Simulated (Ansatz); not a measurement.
# Computed properties of PbF2 (fluorite)

All numbers come from the plane-wave code Ansatz. (Simulation; no magnetic order is allowed.)

Fluorite PbF2, relaxed with r2SCAN. It is cubic, Fm-3m (No. 225); conventional cell a = 5.921 Å, 17.30 Å³ an atom. Pb has 8 F at 2.56 Å; F has 4 Pb at 2.56 Å.

Relaxed lattice by functional, symmetry kept:
```tsv
functional	k mesh	a (Å)	volume (Å³/atom)
PBE	8×8×8	6.001	18.01
r2SCAN	6×6×6	5.921	17.30
```

Gaps on the r2SCAN cell, each the least over its mesh and the special points:
```csv
level,k mesh,gap (eV),kind,edges,least direct gap (eV),rough cost
PBE,8×8×8,4.42,indirect,W → X,4.56,2.9 core-seconds
PBE+SOC,8×8×8,4.04,indirect,W → X,4.18,14 core-seconds
r2SCAN,8×8×8,4.93,indirect,W → X,5.07,6 core-seconds
HSE06,6×6×6,5.73,indirect,W → X,5.86,2.5 core-minutes
PBE0,6×6×6,6.45,indirect,W → X,6.59,2.5 core-minutes
"G0W0@PBE (154 empty bands, 120 eV, 4×4×4)",4×4×4,6.27,–,W → X (mesh),–,28 core-seconds
```
PBE: smearing of 0.02 eV; the others have fixed occupations.
Wave cutoffs: 420 eV, 500 eV (r2SCAN).
The G0W0 gap is PBE's gap over the path plus the quasiparticle shift read on the mesh. G0W0 values are finite-basis, finite-mesh values.
Costs come from shared machines and give only the order; PBE's includes the band path. The runs had 2 threads of Arm Neoverse V1, on a shared host.

With HSE06 the valence top lies at W and the conduction bottom at X, 5.73 eV higher; the smallest vertical gap, at X, is 5.86 eV. Spin-orbit coupling changes the PBE gap by -0.38 eV, to 4.04 eV.

Taking G0W0@PBE (154 empty bands, 120 eV, 4×4×4), 6.27 eV, as the yardstick (a computed one, not at the basis limit), PBE0 comes nearest, +0.18 eV off, at about 27 times r2SCAN's cost; G0W0 itself took about 5 times r2SCAN's cost. The others: HSE06 -0.54, r2SCAN -1.34, PBE -1.85 eV. The yardstick's own error is a tenth of an eV or more. r2SCAN covers 39 % of the step from PBE to HSE06, while HSE06 needs about 27 times r2SCAN's cost (on a coarser mesh). For gaps to 0.1 eV, spin-orbit coupling (up to 0.39 eV here) has to be included. All these functionals give a gap of the same kind, indirect.

r2SCAN (ground state on 6×6×6): ε∞: 3.18 in all directions. Born charges, averaged over directions: Pb +3.22, F -1.61 e.

Only the levels marked +SOC include spin-orbit coupling.

The meshes of the hybrids are coarse, so their gaps aren't converged to the digits shown.
